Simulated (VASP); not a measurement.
# A few sheets of MoS2 in VASP

Aim: model a few sheets of MoS2 by a slab and find how far its highest filled level lies below the vacuum.

Method: PBE with D3(BJ), no spin polarisation; plane waves and PAW (S, Mo), in VASP 6.6.1.

## (1) Set-up

The cell holds 6 atoms: 4 S and 2 Mo. Its edges and angles: a = 3.169 Å, b = 3.169 Å, c = 24.292 Å, α = 90.0°, β = 90.0°, γ = 120.0°. It derives from MoS2. A few sheets cut from a layered arrangement of the crystal. Vacuum lies along c.

As a file:

```xyz
6
Lattice="3.1690 0.0000 0.0000 -1.5845 2.7444 0.0000 0.0000 0.0000 24.2923" Properties=species:S:1:pos:R:3
S     0.0000    1.8296   16.7923
S     0.0000    1.8296   13.6620
S     1.5845    0.9148   10.6303
S     1.5845    0.9148    7.5000
Mo    1.5845    0.9148   15.2271
Mo    0.0000    1.8296    9.0651
```

## (2) Surface relaxation

All atoms relax at the fixed cell.

File INCAR:

```
SYSTEM = MoS2
PREC = Normal
ENCUT = 300
EDIFF = 1E-05
NELM = 120
ISMEAR = 0
SIGMA = 0.05
LREAL = .FALSE.
ALGO = Fast
GGA = PE
IVDW = 12
NBANDS = 24
LASPH = .TRUE.
LORBIT = 11
LWAVE = .FALSE.
LCHARG = .FALSE.
KPAR = 2
IBRION = 2
NSW = 40
ISIF = 2
EDIFFG = -0.03
POTIM = 0.4
MAXMIX = 40
IDIPOL = 3
LDIPOL = .TRUE.
DIPOL = 0.5 0.5 0.5
```

File POSCAR:

```
MoS2
1.0
    3.1690000000      0.0000000000      0.0000000000
   -1.5845000000      2.7444345050      0.0000000000
    0.0000000000      0.0000000000     24.2922960000
S Mo
4 2
Direct
    0.3333333330      0.6666666670      0.6912601430
    0.3333333330      0.6666666670      0.5624005240
    0.6666666670      0.3333333330      0.4375994760
    0.6666666670      0.3333333330      0.3087398570
    0.6666666670      0.3333333330      0.6268303330
    0.3333333330      0.6666666670      0.3731696670
```

File KPOINTS:

```
Automatic mesh
0
Gamma
9 9 1
0 0 0
```

The projector-augmented-wave data sets are S and Mo (PBE family, release 64).

On the command line:

```console
$ mpirun -np 2 vasp_std
```

The log of the run:

```text
[banner, memory and clock lines left out]
running    2 mpi-ranks, on    1 nodes
 distrk:  each k-point on    1 cores,    2 groups
 distr:  one band on    1 cores,    1 groups

 POSCAR found type information on POSCAR S Mo
 POSCAR found :  2 types and       6 ions
 LDA part: xc-table for (Slater+PW92), standard interpolation
 POSCAR, INCAR and KPOINTS ok, starting setup
 FFT: planning ... GRIDC
 FFT: planning ... GRID_SOFT
 FFT: planning ... GRID
 WAVECAR not read
 entering main loop
       N       E                     dE             d eps       ncg     rms          rms(c)
DAV:   1     0.189685164487E+03    0.18969E+03   -0.10959E+04   576   0.788E+02
DAV:   2    -0.284927476600E+02   -0.21818E+03   -0.21229E+03   856   0.207E+02
DAV:   3    -0.461517193783E+02   -0.17659E+02   -0.17511E+02   760   0.670E+01
DAV:   4    -0.466329143356E+02   -0.48119E+00   -0.47989E+00   832   0.120E+01
DAV:   5    -0.466460001420E+02   -0.13086E-01   -0.13080E-01   752   0.190E+00    0.373E+01
RMM:   6    -0.441464593382E+02    0.24995E+01   -0.15421E+01   600   0.157E+01    0.123E+01
RMM:   7    -0.436407681825E+02    0.50569E+00   -0.32908E+00   579   0.885E+00    0.943E+00
RMM:   8    -0.435307004248E+02    0.11007E+00   -0.13471E+00   579   0.589E+00    0.195E+00
RMM:   9    -0.435284804070E+02    0.22200E-02   -0.24293E-01   605   0.273E+00    0.901E-01
RMM:  10    -0.435273657544E+02    0.11147E-02   -0.53815E-02   668   0.102E+00    0.325E-01
RMM:  11    -0.435266474910E+02    0.71826E-03   -0.77426E-03   620   0.436E-01    0.158E-01
RMM:  12    -0.435267260279E+02   -0.78537E-04   -0.20325E-03   667   0.209E-01    0.789E-02
RMM:  13    -0.435268169320E+02   -0.90904E-04   -0.36691E-04   670   0.930E-02    0.485E-02
RMM:  14    -0.435268756892E+02   -0.58757E-04   -0.16976E-04   602   0.577E-02    0.189E-02
RMM:  15    -0.435269180276E+02   -0.42338E-04   -0.91385E-05   544   0.448E-02    0.187E-02
RMM:  16    -0.435270022001E+02   -0.84172E-04   -0.10428E-04   546   0.399E-02    0.232E-02
RMM:  17    -0.435270055015E+02   -0.33014E-05   -0.17373E-05   374   0.227E-02
   1 F= -.45736124E+02 E0= -.45736124E+02  d E =-.457361E+02
 curvature:   0.00 expect dE= 0.000E+00 dE for cont linesearch  0.000E+00
 trial: gam= 0.00000 g(F)=  0.372E-03 g(S)=  0.000E+00 ort = 0.000E+00 (trialstep = 0.100E+01)
 search vector abs. value=  0.372E-03
 bond charge predicted
       N       E                     dE             d eps       ncg     rms          rms(c)
DAV:   1    -0.435266088914E+02    0.39331E-03   -0.21551E-02   768   0.716E-01    0.113E-01
RMM:   2    -0.435267029956E+02   -0.94104E-04   -0.62736E-04   577   0.151E-01    0.659E-02
RMM:   3    -0.435267119749E+02   -0.89793E-05   -0.14799E-04   581   0.743E-02    0.172E-02
RMM:   4    -0.435267240850E+02   -0.12110E-04   -0.39669E-05   439   0.356E-02    0.185E-02
RMM:   5    -0.435267010492E+02    0.23036E-04   -0.69988E-05   536   0.397E-02    0.210E-02
RMM:   6    -0.435266820636E+02    0.18986E-04   -0.13852E-05   348   0.239E-02    0.121E-02
RMM:   7    -0.435266827115E+02   -0.64796E-06   -0.18190E-05   342   0.192E-02
   2 F= -.45736405E+02 E0= -.45736405E+02  d E =-.280474E-03
 trial-energy change:   -0.000280  1 .order   -0.000234   -0.000372   -0.000097
 step:   1.1630(harm=  1.3542)  dis= 0.00231  next Energy=   -45.736413 (dE=-0.289E-03)
 bond charge predicted
       N       E                     dE             d eps       ncg     rms          rms(c)
DAV:   1    -0.435266305959E+02    0.51468E-04   -0.69699E-04   688   0.128E-01    0.183E-02
RMM:   2    -0.435266358919E+02   -0.52961E-05   -0.22422E-05   346   0.284E-02
   3 F= -.45736456E+02 E0= -.45736456E+02  d E =-.332005E-03
 curvature:  -0.48 expect dE=-0.456E-04 dE for cont linesearch -0.562E-05
 trial: gam= 0.07804 g(F)=  0.949E-04 g(S)=  0.000E+00 ort = 0.659E-04 (trialstep = 0.103E+01)
 search vector abs. value=  0.107E-03
 reached required accuracy - stopping structural energy minimisation
```

Wall time 23 s (2 MPI ranks of Intel Xeon Platinum 8259CL at 2.50GHz (Skylake/Cascade Lake), shared host); peak memory 0.34 GiB.

The logs omit lines about the potential files and the build; timing stands in the text.

Parts of OUTCAR (step 2):

```text
ion  position               nearest neighbor table
   1  0.333  0.667  0.691-   5 2.41   5 2.41   5 2.41
   2  0.333  0.667  0.562-   5 2.41   5 2.41   5 2.41
   3  0.667  0.333  0.438-   6 2.41   6 2.41   6 2.41
   4  0.667  0.333  0.309-   6 2.41   6 2.41   6 2.41
   5  0.667  0.333  0.627-   2 2.41   2 2.41   2 2.41   1 2.41   1 2.41   1 2.41
   6  0.333  0.667  0.373-   3 2.41   3 2.41   3 2.41   4 2.41   4 2.41   4 2.41

  LATTYP: Found a hexagonal cell.
 ALAT       =     3.1690000000
 C/A-ratio  =     7.6656030293

 Subroutine GETGRP returns: Found 12 space group operations
 (whereof 12 operations were pure point group operations)

The static configuration has the point symmetry D_3d.

 Found     12 irreducible k-points:

   k-points           NKPTS =     12   k-points in BZ     NKDIM =     12   number of bands    NBANDS=     24

   dimension x,y,z NGX =    14 NGY =   14 NGZ =  108
   dimension x,y,z NGXF=    28 NGYF=   28 NGZF=  216

   ENCUT  =  300.0 eV  22.05 Ry    4.70 a.u.   4.48  4.48 34.31*2*pi/ulx,y,z

   NELECT =      36.0000    total number of electrons

 k-points in reciprocal lattice and weights: Automatic mesh
   0.00000000  0.00000000  0.00000000       0.012
   0.11111111  0.00000000  0.00000000       0.074
   0.22222222  0.00000000  0.00000000       0.074
   0.33333333  0.00000000  0.00000000       0.074
   0.44444444  0.00000000  0.00000000       0.074
   0.11111111  0.11111111  0.00000000       0.074
   0.22222222  0.11111111  0.00000000       0.148
   0.33333333  0.11111111  0.00000000       0.148
   0.44444444  0.11111111  0.00000000       0.074
   0.22222222  0.22222222  0.00000000       0.074
   0.33333333  0.22222222  0.00000000       0.148
   0.33333333  0.33333333  0.00000000       0.025

 Edisp (eV)   -2.20972

 dipolmoment           0.000000      0.000000     -0.000000 electrons x Angstroem

 average (electrostatic) potential at core
       1 -91.6077       2 -91.6229       3 -91.6229       4 -91.6077       5 -43.7244
       6 -43.7244

 E-fermi :   0.3851

 k-point     1 :       0.0000    0.0000    0.0000
  band No.  band energies     occupation
    ...
     14      -1.7761      2.00000
     15      -1.7761      2.00000
     16      -1.5763      2.00000
     17      -0.5370      2.00000
     18       0.1294      2.00000
     19       2.4897      0.00000
     20       2.4897      0.00000
     21       2.5087      0.00000
     22       2.5088      0.00000
     23       2.6881      0.00000
    ...

 k-point     2 :       0.1111    0.0000    0.0000
  band No.  band energies     occupation
    ...
     14      -2.0549      2.00000
     15      -1.5767      2.00000
     16      -1.1667      2.00000
     17      -0.5860      2.00000
     18      -0.1288      2.00000
     19       2.2700      0.00000
     20       2.2989      0.00000
     21       2.3035      0.00000
     22       2.4458      0.00000
     23       2.4717      0.00000
    ...

 k-point     3 :       0.2222    0.0000    0.0000
  band No.  band energies     occupation
    ...
     14      -2.2075      2.00000
     15      -1.7140      2.00000
     16      -1.3518      2.00000
     17      -0.9413      2.00000
     18      -0.8628      2.00000
     19       1.7343      0.00000
     20       2.0706      0.00000
     21       2.0883      0.00000
     22       2.1992      0.00000
     23       2.4115      0.00000
    ...

 Edisp (eV)   -2.20982

  Total      -1.50137    -1.50137    -0.73797     0.00000     0.00000     0.00000
  in kB     -11.38556   -11.38556    -5.59633     0.00000     0.00000     0.00000
  external pressure =       -9.46 kB  Pullay stress =        0.00 kB

  energy-cutoff  :      300.00
  volume of cell :      211.27
      direct lattice vectors                 reciprocal lattice vectors
     3.169000000  0.000000000  0.000000000     0.315556958  0.182186895  0.000000000
    -1.584500000  2.744434505  0.000000000     0.000000000  0.364373789  0.000000000
     0.000000000  0.000000000 24.292296000     0.000000000  0.000000000  0.041165314

 POSITION                                       TOTAL-FORCE (eV/Angst)
 -----------------------------------------------------------------------------------
     -0.00000      1.82962     16.78999         0.000000     -0.000000     -0.029011
     -0.00000      1.82962     13.66351        -0.000000     -0.000000     -0.019692
      1.58450      0.91481     10.62878         0.000000      0.000000      0.019692
      1.58450      0.91481      7.50231        -0.000000     -0.000000      0.029011
      1.58450      0.91481     15.22571        -0.000000     -0.000000     -0.000756
     -0.00000      1.82962      9.06659        -0.000000      0.000000      0.000756
 -----------------------------------------------------------------------------------
    total drift:                                0.000000     -0.000000     -0.000000

  FREE ENERGIE OF THE ION-ELECTRON SYSTEM (eV)
  ---------------------------------------------------
  free  energy   TOTEN  =       -45.7364561099 eV

  energy  without entropy=      -45.7364561099  energy(sigma->0) =      -45.73645611

 reached required accuracy - stopping structural energy minimisation

 vacuum level on the upper side and lower side of the slab         5.424         5.424

 total charge
# of ion       s       p       d       tot
------------------------------------------
    1        1.364   2.339   0.000   3.703
    2        1.366   2.339   0.000   3.705
    3        1.366   2.339   0.000   3.705
    4        1.364   2.339   0.000   3.703
    5        0.420   0.607   4.450   5.477
    6        0.420   0.607   4.450   5.477
--------------------------------------------------
tot          6.300  10.571   8.900  25.771

[... 3 further parts left out ...]
```

This run has no spin polarisation, so a moment on Mo, if there is one, isn't seen. The gap is read on the k-mesh alone, so it is an upper bound where the band edges lie off the mesh. The data set Mo keeps the semicore shell frozen, which is cheaper and a little less accurate. The run keeps the 12 symmetry operations of its start, so it cannot find a distortion of lower symmetry.

Hardly anything moved in the relaxation; the energy changed by under 0.2 meV an atom.

Numbers from this step:

```yaml
electronic_cycles: 26
electrons: 36
free_energy_toten: -45.74 eV
fermi_energy: 0.3851 eV
labelled_metallic_from_the_levels_on_this_mesh: no
dipole_moment: 0, 0, 0 e·Å
gap_on_the_k_mesh: 1.270 eV
least_direct_gap_on_the_k_mesh: 1.685 eV
```

The run ended after 3 ionic steps, 0.000 eV below its first step, once the forces on the free atoms met EDIFFG = -0.03.

Only the dipole across the slab is computed (IDIPOL = 3); zeros along the plane are no results.

(Continued in part 2 of 3.)

[Lines on the potential files, build, host, timing and source positions are cut from VASP's logs without a mark.]

[Logs are printed without paths, hosts, clocks, repeated set-up lines and the standing remarks that a program may print on its own settings, such as how far it seeks lower states.]

[Hosts, paths, dates, database ids (printed as entryN), source tags and the programs' standing remarks are cut or masked in the printed files.]

[In band tables of VASP the shares of atoms and orbitals are scaled to a sum of 1 inside the atoms' spheres.]

[Runs that stopped without an error message from VASP are left out.]
